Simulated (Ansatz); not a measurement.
Crystal: TePb.

```
CELL_PARAMETERS angstrom
4.00229 0.00000 0.00000
0.00000 4.00229 0.00000
0.00000 0.00000 4.00229
ATOMIC_POSITIONS crystal
Pb 0.00000 0.00000 0.00000
Te 0.50000 0.50000 0.50000
```

Measurements of this composition are mostly on another form, of space group No. 225.

Base run:

```yaml
Program: Ansatz 0.2.0
Functional: BLYP
Potentials_or_basis: all-electron LAPW, scalar-relativistic
Cutoff: 147 eV (chosen from the basis error)
Basis_error_allowed: 0.001 eV/atom
k_mesh: 7 × 7 × 7
Occupations: fermi-dirac, width 0.05 eV
Spin: no spin polarisation
```

Its results: pressure 3.7 GPa.

Problem. The run is repeated on the same cell with these changes: functional from BLYP to revPBE. What comes out?

Solution. Pressure 1.1 GPa.
